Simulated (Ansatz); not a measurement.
NbP under changes of volume

One of the cells (16.103 Å³/atom); the others are scaled copies at fixed shape and fractional positions:

```
Nb P
1.0
    -1.67492    1.67492    5.74011
     1.67492   -1.67492    5.74011
     1.67492    1.67492   -5.74011
Nb P
2 2
Direct
  0.24988 0.74988 0.50000
  0.49988 0.49988 0.00000
  0.83275 0.33275 0.50000
  0.08275 0.08275 0.00000
```

The cell is a database's computed one.

| Property | Result |
| --- | --- |
| Program | Ansatz 0.2.0 |
| Functional | LDA |
| Potentials or basis | Ansatz PAW |
| Cutoff | 420 eV (not typed: the program's choice for these potentials) |
| k mesh | 11 × 11 × 11 |
| Occupations | fermi-dirac, width 0.05 eV |
| Spin | no spin polarisation |

| volume (Å³/atom) | energy over the lowest point (meV/atom) | pressure (GPa) | largest force (eV/Å) |
| --- | --- | --- | --- |
| 15.137 | 1.07 | 2.8 | 0.039 |
| 15.459 | 0.00 | -1.7 | 0.030 |
| 15.781 | 7.54 | -5.7 | 0.022 |
| 16.103 | ? | ? | ? |
| 16.425 | 44.90 | -12.6 | 0.008 |
| 16.747 | 73.19 | -15.5 | 0.002 |
| 17.069 | 106.98 | -18.1 | 0.003 |

**Question.** What does the run at 16.103 Å³/atom give?

**Answer.** Energy over the lowest point 22.77 meV/atom; pressure -9.4 GPa; largest force 0.015 eV/Å.

Worked out: A Birch-Murnaghan fit of order 3 (a polynomial in V^(-2/3)) to the other rows has its minimum at 15.33 Å³/atom with B0 = V·E''(V) = 213 GPa and B' = 4.3 at fixed shape and positions, which overstates the stiffness. It gives 22.78 meV/atom at 16.103 Å³/atom, against the run's 22.77, and -dE/dV = -9.4 GPa, against -9.4.

Energies are extrapolated to zero smearing.

Caveats: the PAW data sets come from PBE, with cores solved anew for the run's functional, which leaves a small shift of forces and pressure.
